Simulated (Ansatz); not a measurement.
The geometry is COD entry 9008846, unchecked; take it as a test cell. The listed cell was then made from it by scaling, straining or moving an atom.

GaP: DFT, LDA, all-electron PAW with datasets made for the crystal, scalar-relativistic (Ansatz 0.2.0). What sets it apart from a plain run of this crystal: volume scaled by 0.9405.

Command: `ansatz run input.yaml --threads 1 --pin off --max-ram 3072MiB --backend cpu --events-out ev --progress --plain --runs-dir out` The run took 6 s on 1 thread of Arm Neoverse V2 (shared host), peak memory 0.39 GiB.

```yaml
crystal:
  lattice:
    - [0.0, 2.6700902952, 2.6700902952]
    - [2.6700902952, 0.0, 2.6700902952]
    - [2.6700902952, 2.6700902952, 0.0]
  atoms:
    - { symbol: Ga, position: [0.0, 0.0, 0.0] }
    - { symbol: P, position: [0.75, 0.75, 0.75] }
kpoints:
  mp_grid: { grid: [10, 10, 10] }
scf:
  occupations: { method: fermi_dirac, width: 0.05 }
hamiltonian:
  xc: lda
  pseudopotentials: { kind: all_electron, datasets: crystal }
output:
  forces: true
  stress: true
  eigenvalues: true
  efg: { contact_densities: true }
```

Output (standing set-up lines are left out):

```
hamiltonian.pseudopotentials.datasets: crystal makes datasets for this crystal and solves the spheres of its atoms anew in each pass: cutoff 260.0 eV, the density's 1040.0 eV; for an error of 0.50 meV an atom under PBE, 1.0 meV for the cell; an energy difference from a run of another recipe may be off by several times the error for the cell, under r2SCAN by more, where some 0.1 meV an atom stays at smaller errors; P in spheres of 0.984 Å, 5 of its electrons in bands; Ga in spheres of 1.323 Å, 13 of its electrons in bands
Pseudopotential: Ga, paw, valence charge 13, recommended cutoff 260 eV (normal), Koelling and Harmon's equation, gaussian nucleus
Pseudopotential: P, paw, valence charge 5, recommended cutoff 260 eV (normal), Koelling and Harmon's equation, gaussian nucleus
Crystal: 2 atoms, lattice volume = 38.072 Å³
Basis set: ecut = 260 eV, 339 PW (Γ)
PAW one-centre angular grid: Ga, 590 points (default); XC on its mesh's 1905 points in the sphere
PAW one-centre angular grid: P, 110 points (default); XC on its mesh's 1881 points in the sphere
iter 1 solved again at ethr=4.72e-3 eV; its pass at ethr=1.00e-1 eV (dr2=8.49e-1 eV) is discarded
SCF iter   1: F=—  HF=-62104.382084 eV  |F-HF|=—  |Δ(HF+E_count)|=         —  Δρ=4.46e-2  dr2=9.05e-1  ethr=4.72e-3  ⟨swp⟩=3.1  Hψ=3297  notcnv=0
preconditioner: auto → none  [insulator: Δε(μ)=1.893 eV  Ē_g=15.332 eV  σ=0.050 eV  W_gap=1.00  n_scr=14 (ndim 8)  ℏωp=25.5 eV  f_vac=0.002  D(μ)=0.00/eV (n_scr^D=0)  ε∞_Penn≈3.8]
iter 2 solved again at ethr=4.46e-4 eV; its pass at ethr=4.72e-3 eV (dr2=8.03e-2 eV) is discarded
SCF iter   2: F=—  HF=-62104.092723 eV  |F-HF|=—  |Δ(HF+E_count)|=   2.89e-1  Δρ=1.78e-2  dr2=8.02e-2  ethr=4.46e-4  ⟨swp⟩=2.3  Hψ=2774  notcnv=0  defer=1
SCF iter   3: F=—  HF=-62104.076250 eV  |F-HF|=—  |Δ(HF+E_count)|=   1.65e-2  Δρ=5.39e-3  dr2=1.49e-2  ethr=4.45e-4  ⟨swp⟩=3.0  Hψ=1453  notcnv=0
SCF iter   4: F=—  HF=-62104.070917 eV  |F-HF|=—  |Δ(HF+E_count)|=   5.33e-3  Δρ=6.71e-4  dr2=8.19e-5  ethr=8.27e-5  ⟨swp⟩=3.0  Hψ=1751  notcnv=0
SCF iter   5: F=—  HF=-62104.071944 eV  |F-HF|=—  |Δ(HF+E_count)|=   1.03e-3  Δρ=2.88e-4  dr2=2.15e-5  ethr=4.55e-7  ⟨swp⟩=3.0  Hψ=1692  notcnv=0
SCF iter   6: F=—  HF=-62104.071993 eV  |F-HF|=—  |Δ(HF+E_count)|=   4.86e-5  Δρ=1.15e-4  dr2=2.79e-6  ethr=1.19e-7  ⟨swp⟩=3.0  Hψ=1097  notcnv=0
SCF iter   7: F=—  HF=-62104.072009 eV  |F-HF|=—  |Δ(HF+E_count)|=   1.62e-5  Δρ=9.29e-6  dr2=2.85e-8  ethr=1.55e-8  ⟨swp⟩=3.0  Hψ=1457  notcnv=0
SCF iter   8: F=-62104.072009 eV  HF=-62104.072009 eV  |F-HF|=6.55e-11  |Δ(HF+E_count)|=   3.42e-8  Δρ=1.73e-6  dr2=4.67e-10  ethr=1.58e-10  ⟨swp⟩=3.1  Hψ=1454  notcnv=0
SCF 1 converged in 8 iterations: F = -62104.072007 eV  dr2 = 4.67e-10
  Residual-converged pass: ⟨swp⟩=3.0  Hψ=1271  notcnv=0  max |occ|·‖R‖ = 4.9e-6 eV (tolerance 5.3e-6 eV)  dr2=5.08e-10  dr2_onsite=2.05e-9  max |Δocc| = 1.3e-12
  greatest PAW one-centre occupation: 0.990 electrons in one spin orbital (limit 2), on the Ga atom at site 0 (counted from 0), in its partial waves of l = 2
SCF converged after 8 iterations
Free energy (F): -62104.072007 eV
Harris-Foulkes:  -62104.072007 eV  (|F-HF|=6.55e-11)
Internal energy: -62104.072007 eV  (E = F + TS)
E sigma→0 (E₀):  -62104.072007 eV
Entropy (-TS):   -0.000000 eV (-0.000 meV/atom)
Past the cutoff: the bands carry plane waves up to 1.75 times it, of which those up to 1.5 times it add -0.000206 eV an atom, each by itself; the spheres take 0.000299 eV an atom off the energy for waves past 1.75 times it
By the cutoff:   a pressure is off by up to 0.007 GPa (1.2 times the spheres' own share and the shells' term, over an atom's volume, and 0.004 GPa: a bound that held against runs at twice the plane waves)
Past the cutoffs: a stress includes 0.0008 GPa for waves and charges beyond them, in addition to the slope of what the spheres take
In the spheres:  the bands' charges fall short by 2.1e-7 e at most (sound up to 1e-3)
Fermi energy:    9.837217 eV
--- Per-component energies (eV) ---
  The terms above E_closure are by the made datasets' own strengths, without shells solved beside the bands.
--- Forces (eV/Å), atoms counted from 1 ---
  atom   1  Ga    -0.00000000    -0.00000000     0.00000000
  atom   2  P      0.00000000     0.00000000     0.00000000
  max |Σ_I F_I| component: 1.57e-16 eV/Å
--- Stress (GPa, compression-positive) ---
        2.754261      -0.000000       0.000000
        0.000000       2.754261       0.000000
       -0.000000       0.000000       2.754261
  P = ⅓ Tr σ = 2.7543 GPa (27.543 kbar)
--- PAW observables at the nuclei: V_zz in 10²¹ V/m², potentials from the cell's mean, atoms counted from 1 ---
  atom   1  Ga V_zz =    -0.000000   η = 0.0000   by run symmetry: forbidden
            electrostatic potential = -4127.568950 V   contact ρ = 186532.793998 e/Å³
  atom   2  P  V_zz =    -0.000000   η = 0.0000   by run symmetry: forbidden
            electrostatic potential = -1492.308812 V   contact ρ = 15891.552001 e/Å³
--- Band table (eV; the first three rows and the last of 47) ---
  k-point 0: bands = ["-5.6046", "-5.6046", "-5.6046", "-5.4861", "-5.4861", "-3.8175", "9.1817", "9.1817", "9.1817", "11.3004", "12.9494"]
  k-point 1: bands = ["-5.6162", "-5.6009", "-5.6009", "-5.4862", "-5.4862", "-3.6761", "7.9585", "9.0078", "9.0078", "11.7802", "13.2085"]
  k-point 2: bands = ["-5.6438", "-5.5918", "-5.5918", "-5.4857", "-5.4857", "-3.2664", "6.0437", "8.6378", "8.6378", "11.5718", "13.6975"]
  k-point 46: bands = ["-5.7229", "-5.5550", "-5.5332", "-5.5080", "-5.4734", "-0.4131", "2.2377", "5.3465", "5.4692", "13.1526", "13.4476"]
```
